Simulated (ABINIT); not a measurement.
Crystal: LiH.

```
CELL_PARAMETERS angstrom
0.00000 2.03675 2.03675
2.03675 0.00000 2.03675
2.03675 2.03675 0.00000
ATOMIC_POSITIONS crystal
Li 0.00000 0.00000 0.00000
H 0.50000 0.50000 0.50000
```

Base run:

```yaml
Program: ABINIT 10.8.3 (patched build)
Functional: PBEsol
Potentials_or_basis: PseudoDojo NC SR PBEsol v0.4.1 standard
Cutoff: 1007 eV
k_mesh: 11 × 11 × 11
Occupations: fermi-dirac, width 0.05 eV
Spin: no spin polarisation
```

Its results: band gap on the k mesh 2.98 eV, direct.

The run is repeated on the same cell with these changes: functional from PBEsol to TB-mBJ; potentials or basis from PseudoDojo NC SR PBEsol v0.4.1 standard to JTH PAW LDA v2.0; cutoff from 1007 eV to 816 eV. What comes out?

Band gap on the k mesh 5.18 eV, direct.

Caveats: an odd mesh through Γ misses points on the zone boundary, where band edges often lie (some runs); the constant c of TB-mBJ comes from the pseudo density here, which moves gaps by up to 0.3 eV between sets of potentials (some runs); the mesh misses the band edges, which the band path finds closer together (some runs).
